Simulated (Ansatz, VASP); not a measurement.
**C: VASP beside Ansatz**

```
CELL_PARAMETERS angstrom
0.00000 1.74744 1.58668
1.74744 0.00000 1.58668
1.74744 1.74744 0.00000
ATOMIC_POSITIONS crystal
C 0.50000 0.50000 0.50000
C 0.75000 0.75000 0.75000
```

Alike in both runs: task single point; functional LDA; k mesh 12 × 12 × 12; occupations gaussian, width 0.05 eV; no spin polarisation.

|  | VASP | Ansatz |
| --- | --- | --- |
| version | VASP 6.6.1 | Ansatz 0.2.0 |
| potentials or method | VASP PAW LDA potentials, release 64 (C) | scalar-relativistic, plane waves, PAW |
| plane-wave cutoff (eV) | 520 | 520 |
| valence electrons in the cell | 8 | 8 |

```csv
,VASP,Ansatz,Ansatz less VASP
gap on the k mesh at the Fermi level (eV),1.89,1.90,+0.014
least direct gap on the mesh (eV),4.28,4.28,-0.004
```

Ansatz warned: «pseudo_functional_mismatch».
